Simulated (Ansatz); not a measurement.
# Al: the cost of one run

Method: DFT PBEsol, plane waves, PAW, scalar-relativistic, no spin polarisation, in Ansatz 0.2.0.

## (1) Starting point

The cell holds 13 atoms (Al13): a = 5.728 Å, b = 5.728 Å, c = 17.677 Å, α = 90.00°, β = 90.00°, γ = 60.00°.

As a file:

```
CELL_PARAMETERS angstrom
5.72757 0.00000 0.00000
2.86378 4.96022 0.00000
0.00000 0.00000 17.67654
ATOMIC_POSITIONS crystal
Al 0.16667 0.16667 0.05657
Al 0.66667 0.16667 0.05657
Al 0.16667 0.66667 0.05657
Al 0.66667 0.66667 0.05657
Al 0.83333 0.33333 0.18885
Al 0.33333 0.33333 0.18885
Al 0.83333 0.83333 0.18885
Al 0.33333 0.83333 0.18885
Al 0.00000 0.00000 0.32113
Al 0.50000 0.00000 0.32113
Al 0.00000 0.50000 0.32113
Al 0.50000 0.50000 0.32113
Al 0.32529 0.84333 0.42749
```

## (2) Preparing the start

Contents of input.yaml:

```yaml
crystal:
  lattice:
    - [5.727565, 0.0, 0.0]
    - [2.863782, 4.960217, 0.0]
    - [0.0, 0.0, 17.676537]
  atoms:
    - { symbol: Al, position: [0.1666667, 0.1666667, 0.0565722] }
    - { symbol: Al, position: [0.6666667, 0.1666667, 0.0565722] }
    - { symbol: Al, position: [0.1666667, 0.6666667, 0.0565722] }
    - { symbol: Al, position: [0.6666667, 0.6666667, 0.0565722] }
    - { symbol: Al, position: [-0.1666667, 0.3333333, 0.1888531] }
    - { symbol: Al, position: [0.3333333, 0.3333333, 0.1888531] }
    - { symbol: Al, position: [-0.1666667, 0.8333333, 0.1888531] }
    - { symbol: Al, position: [0.3333333, 0.8333333, 0.1888531] }
    - { symbol: Al, position: [0.0, 0.0, 0.321134] }
    - { symbol: Al, position: [0.5, 0.0, 0.321134] }
    - { symbol: Al, position: [0.0, 0.5, 0.321134] }
    - { symbol: Al, position: [0.5, 0.5, 0.321134] }
    - { symbol: Al, position: [0.3252905, 0.8433268, 0.4274897] }
basis:
  ecutwfc: 420.0
kpoints:
  mp_grid: { grid: [3, 3, 1] }
hamiltonian:
  xc: pbesol
scf:
  occupations: { method: fermi_dirac, width: 0.15 }
  lower_state_search: "off"
relax:
  f_tol: 0.08
  max_steps: 25
  adjacent_minimum: "off"
  constraints: [{ sites: [0, 1, 2, 3] }]
```

Command:

```console
> ansatz run input.yaml --threads 1 --pin off --max-ram 3072MiB --backend cpu --events-out ev --progress --plain --runs-dir out
```

Q: Estimate wall time and peak memory on 1 thread of Arm Neoverse V1, shared host.

About 21 s, with a peak of 0.49 GiB.
